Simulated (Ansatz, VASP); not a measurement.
**One calculation of KMgF3, two programs**

```
CELL_PARAMETERS angstrom
3.98590 0.00000 0.00000
0.00000 3.98590 0.00000
0.00000 0.00000 3.98590
ATOMIC_POSITIONS crystal
K 0.49156 0.52142 0.48379
Mg 0.99814 0.00623 0.00020
F 0.00155 0.00084 0.51513
F 0.99759 0.48898 0.00974
F 0.50671 0.00814 0.99723
```

Change from the starting cell: atoms moved at random, drawn with an rms of 0.05 Å.

Alike in both runs: task single point; functional PBEsol; k mesh 7 × 7 × 7; occupations fermi-dirac, width 0.05 eV; no spin polarisation.

```csv
,VASP,Ansatz
version,VASP 6.6.1,Ansatz 0.2.0
potentials or method,"VASP PAW PBE potentials, release 64 (K_sv, Mg, F)",Ansatz PAW
plane-wave cutoff (eV),520,420
valence electrons in the cell,32,40
```

```tsv
	VASP	Ansatz	Ansatz less VASP
gap on the k mesh at the Fermi level (eV)	7.14	7.17	+0.024
least direct gap on the mesh (eV)	7.43	7.46	+0.022
pressure (GPa)	0.5	0.9	+0.36
largest component of the traceless stress (GPa)	0.15	0.15	-0.001
rms of the force components (eV/Å)	0.318	0.317	-0.0018
```

Atom by atom the forces differ by 0.003 eV/Å (rms over components). The two sets of potentials don't hold the same shells in valence.

Caveats: the PAW data sets were made with another functional, which shifts forces and pressure a little (VASP); an odd mesh through Γ misses points on the zone boundary, where band edges often lie (VASP); odd divisions of the mesh miss points on the zone boundary, where band edges often lie, so the gap on the mesh can be too wide (Ansatz); the pressure holds a Pulay correction of +0.6 GPa for the finite cutoff (Ansatz); the PAW data sets come from PBE, with cores solved anew for the run's functional, which leaves a small shift of forces and pressure (Ansatz).
